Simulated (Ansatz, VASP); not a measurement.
# Two plane-wave programs on Ca

INCAR

```
SYSTEM = Ca
PREC = Accurate
ENCUT = 520
EDIFF = 1E-6
ISMEAR = 0
SIGMA = 0.15
LREAL = .False.
LASPH = .True.
NELM = 60
ALGO = Normal
ISIF = 2
LWAVE = .False.
LCHARG = .True.
GGA = PE
LELF = .True.
LVHAR = .True.
NBANDS = 11
```

Contents of KPOINTS:

```
Automatic mesh
0
Gamma
  16 16 16
  0 0 0
```

POSCAR

```
Ca
1.0
   -2.3154651488      2.3154651488      2.3059205505
    2.3154651488     -2.3154651488      2.3059205505
    2.3154651488      2.3154651488     -2.3059205505
Ca
1
Direct
    0.5000000000      0.5000000000      0.0000000000
```

Input for Ansatz:

```yaml
crystal:
  lattice:
    - [-2.3154651488, 2.3154651488, 2.3059205505]
    - [2.3154651488, -2.3154651488, 2.3059205505]
    - [2.3154651488, 2.3154651488, -2.3059205505]
  atoms:
    - { symbol: Ca, position: [0.5, 0.5, 0.0] }
basis:
  ecutwfc: 420
kpoints:
  mp_grid: { grid: [16, 16, 16] }
hamiltonian:
  xc: pbe
scf:
  occupations: { method: gaussian, width: 0.15 }
output:
  forces: true
  stress: true
  eigenvalues: true
```

Change from the starting cell: strain +0.050 along x and y, +0.050 along z, atoms carried along.

Alike in both runs: task single point; functional PBE; k mesh 16 × 16 × 16; occupations gaussian, width 0.15 eV; no spin polarisation.

|  | VASP | Ansatz |
| --- | --- | --- |
| version | VASP 6.6.1 | Ansatz 0.2.0 |
| potentials or method | VASP PAW PBE potentials, release 64 (Ca_sv) | scalar-relativistic, plane waves, PAW |
| plane-wave cutoff (eV) | 520 | 420 |
| valence electrons in the cell | 10 | 10 |

```csv
,VASP,Ansatz,Ansatz less VASP
gap on the k mesh at the Fermi level (eV),none,none,-
pressure (GPa),-2.1,-2.1,-0.01
```

A gap of «none» marks a metal or a gap that the smearing closes.
